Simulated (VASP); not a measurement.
Wanted: the native input for a VASP 6.6.1 run.

| Item | Value |
| --- | --- |
| Task | band structure |
| Functional | HSE03 |
| Dispersion | D3(BJ) |
| Potentials or basis | VASP PAW PBE potentials, release 64 (Cs_sv, H_s) |
| Cutoff | 400 eV |
| k mesh | 4 × 4 × 4 |
| Occupations | fermi-dirac, width 0.02 eV |
| Spin | spin-orbit coupling, no magnetisation |
| Grid for exact exchange (PRECFOCK) | Fast |
| Further INCAR settings | ALGO = Normal; EDIFF = 1e-07; NBANDS = 22 |

The system is CsH.

```
Cs H
1.0
     3.81841    0.00000    0.00000
     0.00000    3.81841    0.00000
     0.00000    0.00000    3.81841
Cs H
1 1
Direct
  0.00638 0.98569 0.00829
  0.50654 0.48825 0.49681
```

The cell comes from a database or a generator and needn't be the stable form of this composition.

The cell isn't the ideal one: atoms moved at random, drawn with an rms of 0.1 Å.

These files were run (other wordings do the same):

POSCAR

```
CsH
1.0
    3.8184085400      0.0000000000      0.0000000000
    0.0000000000      3.8184085400      0.0000000000
    0.0000000000      0.0000000000      3.8184085400
Cs H
1 1
Direct
    0.0063770000     -0.0143090000      0.0082930000
    0.5065360000      0.4882550000      0.4968120000
```

INCAR.step1

```
SYSTEM = CsH
  PREC = Accurate
  ENCUT = 400
  EDIFF = 1E-5
  ISMEAR = -1
  SIGMA = 0.02
  LREAL = .False.
  LASPH = .True.
  NELM = 60
  ALGO = Normal
  ISIF = 2
  LWAVE = .True.
  LCHARG = .False.
  LNONCOLLINEAR = .True.
  MAGMOM = 0 0 0 0 0 0
  LORBIT = 11
  LSORBIT = .True.
  GGA_COMPAT = .False.
  NBANDS = 22
  GGA = PE
```

INCAR.step2

```
SYSTEM = CsH
  PREC = Accurate
  ENCUT = 400
  EDIFF = 1E-7
  ISMEAR = -1
  SIGMA = 0.02
  LREAL = .False.
  LASPH = .True.
  NELM = 60
  ALGO = Normal
  ISIF = 2
  LWAVE = .False.
  LCHARG = .False.
  LNONCOLLINEAR = .True.
  MAGMOM = 0 0 0 0 0 0
  LORBIT = 11
  LSORBIT = .True.
  GGA_COMPAT = .False.
  GGA = PE
  LHFCALC = .True.
  HFSCREEN = 0.3
  PRECFOCK = Fast
  IVDW = 12
  VDW_S6 = 1.0
  VDW_S8 = 1.1243
  VDW_A1 = 0.0
  VDW_A2 = 6.8889
  NBANDS = 22
  ISTART = 1
```

KPOINTS

```
Automatic mesh
0
Gamma
  4 4 4
  0 0 0
```

KPOINTS_OPT

```
path GXMGRX,MR
10
line-mode
reciprocal
 0.0000000000  0.0000000000  0.0000000000  G
 0.0000000000  0.5000000000  0.0000000000  X

 0.0000000000  0.5000000000  0.0000000000  X
 0.5000000000  0.5000000000  0.0000000000  M

 0.5000000000  0.5000000000  0.0000000000  M
 0.0000000000  0.0000000000  0.0000000000  G

 0.0000000000  0.0000000000  0.0000000000  G
 0.5000000000  0.5000000000  0.5000000000  R

 0.5000000000  0.5000000000  0.5000000000  R
 0.0000000000  0.5000000000  0.0000000000  X

 0.5000000000  0.5000000000  0.0000000000  M
 0.5000000000  0.5000000000  0.5000000000  R
```

Potentials or basis: VASP PAW PBE potentials, release 64 (Cs_sv, H_s).

Command:

```console
$ cat potpaw_PBE.64/Cs_sv/POTCAR potpaw_PBE.64/H_s/POTCAR > POTCAR
$ cp INCAR.step1 INCAR
$ mpirun -np 1 vasp_ncl > vasp.out
$ cp INCAR.step2 INCAR
$ mpirun -np 1 vasp_ncl > vasp.out
```

Results of the run:

- Pressure: -13.0 GPa
- Largest force: 0.018 eV/Å
- Valence electrons inside the program's atomic spheres: Cs 6.92; H 0.65
- Dispersion energy per atom: -1.361 eV

Caveat: the k mesh is coarse (spacing up to 0.41 Å⁻¹), so the values aren't converged, least of all with exact exchange; the PAW data sets were made with another functional, which shifts forces and pressure a little.

It took 23 min on 1 thread of Intel(R) Xeon(R) 6975P-C (Granite Rapids), with other jobs on the host, peak memory 0.53 GiB.
